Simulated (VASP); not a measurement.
# Ni (Fm-3m) in VASP: a series of runs

Aim: see how the results for Ni move with the level of theory and the settings. Levels: PBE, TPSSh+D4, RPBE. Tasks: single point.

All numbers are computed with VASP 6.6.1; they aren't measurements. Logs are shortened: lines on timing, memory, paths and dates and some standing lists are left out, and cuts for length are marked.

## (1) The crystal as given

Symmetry: Fm-3m, No. 225, cubic system. The conventional cell has a = 3.475 Å, b = 3.475 Å, c = 3.475 Å, α = 90.00°, β = 90.00°, γ = 90.00°. Ni (site symmetry m-3m) has 12 Ni at 2.46 Å as nearest neighbours.

## (2) Single point, PBE, collinear spin, ferromagnetic start

INCAR

```
SYSTEM = Ni
PREC = Accurate ; ENCUT = 520
EDIFF = 1E-6 ; ISMEAR = 0
SIGMA = 0.016 ; LREAL = .False.
LASPH = .True. ; NELM = 150
ALGO = Normal ; ISIF = 2
LWAVE = .False. ; LCHARG = .True.
ISPIN = 2 ; MAGMOM = 1
LORBIT = 11 ; LMAXMIX = 4
GGA = PE ; LELF = .True.
LVHAR = .True.
```

KPOINTS

```
regular mesh
0
Gamma
  13 13 13
  0 0 0
```

POSCAR

```
Ni
1.0
    0.0000000000      1.7375729330      1.7375729330
    1.7375729330      0.0000000000      1.7375729330
    1.7375729330      1.7375729330      0.0000000000
Ni
1
Direct
    0.0000000000      0.0000000000      0.0000000000
```

Potentials or basis: VASP PAW PBE potentials, release 64 (Ni).

Run with:

```
> cat potpaw_PBE.64/Ni/POTCAR > POTCAR
> mpirun -np 1 vasp_std > vasp.out
```

OUTCAR:

```text
SYSTEM = Ni
   PREC = Accurate
   ENCUT = 520
   EDIFF = 1E-6
   ISMEAR = 0
   LREAL = .False.
   LASPH = .True.
   NELM = 150
   ISIF = 2
   ISPIN = 2
   LORBIT = 11
   GGA = PE

 ion  position               nearest neighbor table
   1  0.000  0.000  0.000-

  LATTYP: Found a face centered cubic cell.
 ALAT       =     3.4751458660

  Lattice vectors:

 A1 = (   0.0000000000,   1.7375729330,   1.7375729330)
 A2 = (   1.7375729330,   0.0000000000,   1.7375729330)
 A3 = (   1.7375729330,   1.7375729330,   0.0000000000)

Analysis of symmetry for initial positions (statically):
=====================================================================
 Subroutine PRICEL returns:
 Original cell was already a primitive cell.

 Routine SETGRP: Setting up the symmetry group for a
 face centered cubic supercell.

 Subroutine GETGRP returns: Found 48 space group operations
 (whereof 48 operations were pure point group operations)
 out of a pool of 48 trial point group operations.

The static configuration has the point symmetry O_h .

Analysis of symmetry for dynamics (positions and initial velocities):
=====================================================================
 Subroutine PRICEL returns:
 Original cell was already a primitive cell.

 Routine SETGRP: Setting up the symmetry group for a
 face centered cubic supercell.

 Subroutine GETGRP returns: Found 48 space group operations
 (whereof 48 operations were pure point group operations)
 out of a pool of 48 trial point group operations.

The dynamic configuration has the point symmetry O_h .

Analysis of structural, dynamic, and magnetic symmetry:
=====================================================================
 Subroutine PRICEL returns:
 Original cell was already a primitive cell.

 Routine SETGRP: Setting up the symmetry group for a
 face centered cubic supercell.

 Subroutine GETGRP returns: Found 48 space group operations
 (whereof 48 operations were pure point group operations)
 out of a pool of 48 trial point group operations.

The overall configuration has the point symmetry O_h .

 Subroutine INISYM returns: Found 48 space group operations
 (whereof 48 operations are pure point group operations),
 and found     1 'primitive' translations

----------------------------------------------------------------------------------------

                                     Primitive cell

  volume of cell :      10.4920

  direct lattice vectors                    reciprocal lattice vectors
     0.000000000  1.737572933  1.737572933    -0.287757705  0.287757705  0.287757705
     1.737572933  0.000000000  1.737572933     0.287757705 -0.287757705  0.287757705
     1.737572933  1.737572933  0.000000000     0.287757705  0.287757705 -0.287757705

  length of vectors
     2.457299207  2.457299207  2.457299207     0.498410966  0.498410966  0.498410966

  position of ions in fractional coordinates (direct lattice)
     0.000000000  0.000000000  0.000000000

  ion indices of the primitive-cell ions
   primitive index   ion index
                 1           1

----------------------------------------------------------------------------------------

 KPOINTS: regular mesh

Automatic generation of k-mesh.
 Grid dimensions read from file:
 generate k-points for:   13   13   13

 Generating k-lattice:

  Cartesian coordinates                     Fractional coordinates (reciprocal lattice)
    -0.022135208  0.022135208  0.022135208     0.076923077  0.000000000  0.000000000
     0.022135208 -0.022135208  0.022135208     0.000000000  0.076923077  0.000000000
     0.022135208  0.022135208 -0.022135208     0.000000000  0.000000000  0.076923077

  Length of vectors
[... 66 lines left out ...]
   NELECT =      10.0000    total number of electrons
   NUPDOWN=      -1.0000    fix difference up-down
   EMIN   =  10.00;   EMAX   =-10.00  energy-range for DOS
   EFERMI =   0.00;   METHOD = LEGACY
   ISMEAR =     0;   SIGMA  =   0.02  broadening in eV -4-tet -1-fermi 0-gaus
   EFERMI_NEDOS =   21; number of points for ismear=-14 and -15
   IALGO  =     38    algorithm
   IMIX   =      4    mixing-type and parameters
     AMIX     =   0.40;   BMIX     =  1.00
     AMIX_MAG =   1.60;   BMIX_MAG =  1.00
  volume/ion in A,a.u.               =      10.49        70.80
  Fermi-wavevector in a.u.,A,eV,Ry     =   1.611097  3.044533 35.315755  2.595635
  Thomas-Fermi vector in A             =   2.706542
   LORBIT       =     11    0 simple, 1 ext, 2 COOP (PROOUT), +10 PAW based schemes
   GGA     = PE    functional components
   LHFCALC =     F    Hartree Fock is set to
   AEXX    =    0.0000 exact exchange contribution
   IVDW    =     0    specifies the selected vdW correction
   LEPSILON=     F    determine dielectric tensor
   LRPA    =     F    only Hartree local field effects (RPA)
 spin polarized calculation
 Gauss-broadening in eV      SIGMA  =   0.02
  energy-cutoff  :      520.00
  volume of cell :       10.49
 maximum number of plane-waves:       296
   NGX =  9   NGY =  9   NGZ =  9

 number of electron      10.0000000 magnetization       1.0000000

 number of electron       9.9999998 magnetization       0.6221097

 Free energy of the ion-electron system (eV)
  ---------------------------------------------------
  ext. energy  EPLUGINS =         0.00000000
  ---------------------------------------------------
  free energy    TOTEN  =        -5.46442040 eV

  energy without entropy =       -5.46418602  energy(sigma->0) =       -5.46430321

 E-fermi :   9.9208     XC(G=0): -13.4712

 val. band max:        9.9016217786   @ k =   0.3846   0.3846   0.0000
 cond. band min:       9.9208426011   @ k =   0.3846   0.0769   0.0000
 fundamental gap:      0.0192208225
 Fermi energy:         9.9207749103

 spin component 1

 k-point     1 :       0.0000    0.0000    0.0000
  band No.  band energies     occupation
      1       0.6313      1.00000
      2       7.3690      1.00000
      3       7.3690      1.00000
      4       7.3690      1.00000
      5       8.6161      1.00000
      6       8.6161      1.00000
      7      33.9258      0.00000
      8      38.0784      0.00000
      9      38.0784      0.00000
     10      38.0784      0.00000
[... 287 lines left out ...]
 k-point    24 :       0.4615    0.1538    0.0000
  band No.  band energies     occupation
      1       5.2223      1.00000
      2       6.9563      1.00000
      3       7.3938      1.00000
      4       7.8013      1.00000
      5       9.3328      1.00000
      6      10.7720      0.00000
      7      18.0529      0.00000
      8      29.0983      0.00000
      9      30.8742      0.00000
     10      33.0359      0.00000

 [... further k-points ...]

 spin component 2

 k-point     1 :       0.0000    0.0000    0.0000
  band No.  band energies     occupation
      1       0.6042      1.00000
      2       8.1215      1.00000
      3       8.1215      1.00000
      4       8.1215      1.00000
      5       9.1858      1.00000
      6       9.1858      1.00000
      7      33.7807      0.00000
      8      38.0569      0.00000
      9      38.0569      0.00000
     10      38.0569      0.00000
[... 287 lines left out ...]
 k-point    24 :       0.4615    0.1538    0.0000
  band No.  band energies     occupation
      1       5.5887      1.00000
      2       7.3705      1.00000
      3       7.9931      1.00000
      4       8.4293      1.00000
      5      10.0777      0.00000
      6      11.2352      0.00000
      7      18.3254      0.00000
      8      29.1310      0.00000
      9      30.9538      0.00000
     10      33.0937      0.00000

 [... further k-points ...]

------------------------ aborting loop because EDIFF is reached ----------------------------------------

 total charge

# of ion       s       p       d       tot
------------------------------------------
    1        0.513   0.531   8.332   9.377

 magnetization (x)

# of ion       s       p       d       tot
------------------------------------------
    1       -0.005  -0.024   0.660   0.630

  FORCE on cell =-STRESS in cart. coord.  units (eV):
  Direction    XX          YY          ZZ          XY          YZ          ZX
  --------------------------------------------------------------------------------------
  -------------------------------------------------------------------------------------
  Total        0.5024928      0.5024928      0.5024928      0.0000000      0.0000000     -0.0000000
  in kB       76.7328385     76.7328385     76.7328385      0.0000000      0.0000000     -0.0000000
  external PRESSURE =      76.7328385 kB  Pullay stress =       0.0000000 kB

 VOLUME and BASIS-vectors are now :
 -----------------------------------------------------------------------------
  energy-cutoff  :      520.00
  volume of cell :       10.49
      direct lattice vectors                 reciprocal lattice vectors
     0.000000000  1.737572933  1.737572933    -0.287757705  0.287757705  0.287757705
     1.737572933  0.000000000  1.737572933     0.287757705 -0.287757705  0.287757705
     1.737572933  1.737572933  0.000000000     0.287757705  0.287757705 -0.287757705

  length of vectors
     2.457299207  2.457299207  2.457299207     0.498410966  0.498410966  0.498410966

 FORCES acting on ions
    electron-ion (+dipol)            ewald-force                    non-local-force                 convergence-correction
 -----------------------------------------------------------------------------------------------
   0.411E-14 -.159E-13 0.325E-13   0.139E-14 -.254E-15 0.647E-15   0.579E-23 -.414E-23 -.165E-23   -.358E-14 -.343E-13 0.111E-13
 -----------------------------------------------------------------------------------------------
   0.411E-14 -.159E-13 0.325E-13   0.139E-14 -.254E-15 0.647E-15   0.579E-23 -.414E-23 -.165E-23   -.358E-14 -.343E-13 0.111E-13

 POSITION                                       TOTAL-FORCE (eV/Angst)
 -----------------------------------------------------------------------------------
      0.00000      0.00000      0.00000        -0.000000     -0.000000      0.000000
 -----------------------------------------------------------------------------------
    total drift:                                0.000000     -0.000000      0.000000

--------------------------------------------------------------------------------------------------------

  FREE ENERGIE OF THE ION-ELECTRON SYSTEM (eV)
  ---------------------------------------------------
  free  energy   TOTEN  =        -5.4644203958 eV

  energy  without entropy=       -5.4641860195  energy(sigma->0) =       -5.46430321

--------------------------------------------------------------------------------------------------------

--------------------------------------------------------------------------------------------------------

 total charge

# of ion       s       p       d       tot
------------------------------------------
    1        0.513   0.531   8.332   9.377

 magnetization (x)

# of ion       s       p       d       tot
------------------------------------------
    1       -0.005  -0.024   0.660   0.630

=======================================================================
```

Run time: 9.3 s. Hardware: 1 thread of AMD EPYC 9R45 (Zen 5), shared host; peak memory 0.1 GiB.

What came out:

| Quantity | Value |
| --- | --- |
| Free energy | -5.4644 eV |
| Pressure | 7.7 GPa |
| Band gap on the k mesh | none (metal or under the smearing width) |
| Net moment | 0.62 μB per cell |
| Site moments | Ni +0.63 μB |
| Valence electrons inside the program's atomic spheres | Ni 9.38 |

## (3) Single point, TPSSh+D4, collinear spin, ferromagnetic start

run.py

```python
from ase.calculators.vasp import Vasp
from ase.dft.bandgap import bandgap
from ase.io import read

atoms = read('Ni.cif')
atoms.set_initial_magnetic_moments([1.0])
calc = Vasp(
    directory='calc',
    pp='PBE',
    setups='recommended',
    prec='Accurate',
    encut=520,
    ediff=1e-06,
    ismear=0,
    sigma=0.05,
    lreal=False,
    lasph=True,
    nelm=120,
    algo='Normal',
    isif=2,
    lwave=False,
    lcharg=True,
    ispin=2,
    lorbit=11,
    lmaxmix=4,
    metagga='TPSS',
    lhfcalc=True,
    aexx=0.1,
    lmixtau=True,
    precfock='Normal',
    hfrcut=-1,
    ivdw=13,
    vdw_s6=1.0,
    vdw_s8=1.8589775,
    vdw_a1=0.44286966,
    vdw_a2=4.60230534,
    lelf=True,
    lvhar=True,
    kpts=[7, 7, 7],
    gamma=True,
    nbands=15,
)
atoms.calc = calc

print('energy (eV):', atoms.get_potential_energy())
print('free energy (eV):', atoms.get_potential_energy(force_consistent=True))
print('forces (eV/A):')
print(atoms.get_forces())
print('stress (eV/A^3, Voigt):', atoms.get_stress())
print('Fermi level (eV):', calc.get_fermi_level())
print('moment (muB):', atoms.get_magnetic_moment())
print('site moments (muB):', atoms.get_magnetic_moments())
gap, top, bottom = bandgap(calc)
print('band gap (eV):', gap, 'from (spin, k, band)', top, 'to', bottom)
```

Ni.cif

```cif
data_Ni
_cell_length_a 2.45729921
_cell_length_b 2.45729921
_cell_length_c 2.45729921
_cell_angle_alpha 60.00000000
_cell_angle_beta 60.00000000
_cell_angle_gamma 60.00000000
_space_group_name_H-M_alt 'P1'
_space_group_name_Hall 'P 1'
_space_group_IT_number 1
loop_
_space_group_symop_operation_xyz
'x,y,z'
loop_
_atom_site_label
_atom_site_type_symbol
_atom_site_symmetry_multiplicity
_atom_site_Wyckoff_symbol
_atom_site_fract_x
_atom_site_fract_y
_atom_site_fract_z
_atom_site_occupancy
Ni1 Ni 1 a 0.0000000000 0.0000000000 0.0000000000 1
```

Potentials or basis: VASP PAW PBE potentials, release 64 (Ni).

Run with:

```
> python run.py
```

It took 15 min on 1 thread of Intel Xeon Platinum 8559C (Emerald Rapids), shared host; peak memory 0.14 GiB.

It converged, with:

```
Free energy                                           : -13.6751 eV
Pressure                                              : -7.1 GPa
Band gap on the k mesh                                : none (metal or under the smearing width)
Net moment                                            : 0.93 μB per cell
Site moments                                          : Ni +0.93 μB
Valence electrons inside the program's atomic spheres : Ni 9.38
Dispersion energy per atom                            : -0.604 eV
```

Levels at points of the mesh, in eV from the Fermi level:
Spin up:
```tsv
k point	band 2	band 3	band 4	band 5	band 6	band 7	band 8	band 9	band 10	band 11
(0.00, 0.00, 0.00)	-4.01	-4.01	-4.01	-2.63	-2.63	24.40	28.71	28.71	28.71	31.79
```
Spin down:
```tsv
k point	band 2	band 3	band 4	band 5	band 6	band 7
(0.00, 0.00, 0.00)	-2.21	-2.21	-2.21	-1.76	-1.76	24.17
```

Caveat: the k mesh is coarse (spacing up to 0.45 Å⁻¹), so the values aren't converged, least of all with exact exchange; the PAW data sets were made with another functional, which shifts forces and pressure a little; pairwise dispersion overbinds metals, which lowers pressure and volume.

## (4) Single point, RPBE, collinear spin, ferromagnetic start

INCAR

```
SYSTEM = Ni
ALGO     = Normal         ! electronic algorithm
EDIFF    = 1E-6           ! SCF threshold, eV
ENCUT    = 550            ! plane-wave cutoff, eV
GGA      = RP             ! functional
ISIF     = 2              ! what is computed and relaxed
ISMEAR   = 0              ! smearing method
ISPIN    = 2              ! spin polarisation
LASPH    = .TRUE.         ! aspherical terms in the spheres
LCHARG   = .FALSE.        ! write CHGCAR
LMAXMIX  = 4              ! l up to which the mixer works
LORBIT   = 11             ! projections on sites
LREAL    = .FALSE.        ! projectors in reciprocal space
LWAVE    = .FALSE.        ! write WAVECAR
MAGMOM   = 1              ! initial moments
NELM     = 100            ! most SCF steps
PREC     = Accurate       ! precision mode
SIGMA    = 0.02           ! smearing width, eV
```

KPOINTS

```
k-points
0
G
  13 13 13
  0 0 0
```

POSCAR: that of step 2 with these lines changed.

```diff
@@ -7,3 +7,3 @@
 1
-Direct
+Cartesian
     0.0000000000      0.0000000000      0.0000000000
```

Potentials or basis: VASP PAW PBE potentials, release 64 (Ni_GW).

Run with:

```
> cat potpaw_PBE.64/Ni_GW/POTCAR > POTCAR
> mpirun -np 1 vasp_std > vasp.out
```

It took 17 s on 1 thread of Intel Xeon Platinum 8488C (Sapphire Rapids), shared host; peak memory 0.15 GiB.

The run converged. Its results:

* Free energy: -4.9269 eV
* Pressure: 12.5 GPa
* Band gap on the k mesh: none (metal or under the smearing width)
* Net moment: 0.64 μB per cell
* Site moments: Ni +0.64 μB
* Valence electrons inside the program's atomic spheres: Ni 9.31

Levels at points of the mesh, in eV from the Fermi level:
Spin up:
```csv
k point,band 2,band 3,band 4,band 5,band 6,band 7,band 8,band 9
"(0.00, 0.00, 0.00)",-2.58,-2.58,-2.58,-1.33,-1.33,23.81,28.01,28.01
```
Spin down:
| k point | band 3 | band 4 | band 5 | band 6 | band 7 | band 8 |
| --- | --- | --- | --- | --- | --- | --- |
| (0.00, 0.00, 0.00) | -1.79 | -1.79 | -0.74 | -0.74 | 23.63 | 27.97 |

Caveat: the PAW data sets were made with another functional, which shifts forces and pressure a little.

## (5) The reference run

An earlier run on the cell as given: functional PBEsol; potentials or basis VASP PAW PBE potentials, release 64 (Ni); cutoff 520 eV; k mesh 13 × 13 × 13; occupations fermi-dirac, width 0.05 eV; collinear spin, ferromagnetic start; starting moments [1.0] μB.

* Pressure: -2.4 GPa
* Band gap on the k mesh: none (metal or under the smearing width)
* Net moment: 0.62 μB per cell
* Site moments: Ni +0.63 μB
* Valence electrons inside the program's atomic spheres: Ni 9.38

## (6) Summary

```tsv
level	potentials or basis	k mesh	cutoff (eV)	smearing	grid for exact exchange (PRECFOCK)	exchange at q = 0	ladder	mesh quality	gap on the mesh (eV)	pressure (GPa)	moment (μB)
PBE	VASP PAW PBE potentials, release 64 (Ni)	13 × 13 × 13	520	gaussian 0.016 eV	-	-	-	not flagged	none	7.7	0.62
TPSSh+D4	VASP PAW PBE potentials, release 64 (Ni)	7 × 7 × 7	520	gaussian 0.05 eV	Normal	truncated	-	coarse	none	-7.1	0.93
RPBE	VASP PAW PBE potentials, release 64 (Ni_GW)	13 × 13 × 13	550	gaussian 0.02 eV	-	-	-	not flagged	none	12.5	0.64
PBEsol	VASP PAW PBE potentials, release 64 (Ni)	13 × 13 × 13	520	fermi-dirac 0.05 eV	-	-	free	not flagged	none	-2.4	0.62
```

Alike in all rows: task single point; spin collinear, ferromagnetic start; cell as given.

Caveats: some runs use coarse meshes; the PAW data sets were made with another functional, which shifts forces and pressure a little (some runs); pairwise dispersion overbinds metals, which lowers pressure and volume (some runs).

Total energies depend on the potentials used, so only differences within one code and one set of settings carry meaning.
